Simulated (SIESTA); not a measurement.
Runs of SIESTA 5.4.2 on Ru. Symmetry: P6_3/mmc, No. 194, hexagonal system. Conventional cell: a = 2.706 Å, b = 2.706 Å, c = 4.282 Å, α = 90.00°, β = 90.00°, γ = 120.00°. Ru (site symmetry -6m2) is surrounded by 12 Ru at 2.65 to 2.71 Å. 

```csv
level,potentials or basis,gap on the mesh (eV),pressure (GPa)
RPBE,"PseudoDojo 0.4 standard (PBE files), DZP (energy shift 0.002 Ry)",none,9.5
vdW-DF-cx,"PseudoDojo 0.4 standard (PBE files), DZP (energy shift 0.002 Ry)",none,-3.6
PBE,"PseudoDojo 0.4 standard (PBE files), SZ (energy shift 0.002 Ry)",none,19.4
PBEsol,"PseudoDojo 0.4 standard (PBEsol files), DZP (energy shift 0.002 Ry)",none,(a)
```

Alike in all rows: task band structure; no spin polarisation; cell as given; k mesh 11 × 11 × 6; smearing fermi-dirac 0.05 eV; grid cutoff 800 Ry; energy shift 0.002 Ry.

Task: Fill in the values left out.

Result: (a) -5.2.

Caveats: the basis of atomic orbitals isn't converged, which shifts pressures, moduli and gaps; semicore shells carry a single zeta, which can move pressures by several GPa and volumes by a few percent (some runs); the potentials were made for another functional, which shifts forces and pressure (some runs); the basis has no polarisation orbitals (some runs); so large a pressure means that the cell lies far from this level's equilibrium, or that cutoff or potentials fall short (some runs).

A k mesh can miss the band edges, and the runs leave out spin-orbit coupling on Ru.

A gap of «none» marks a metal or a gap under the smearing width.
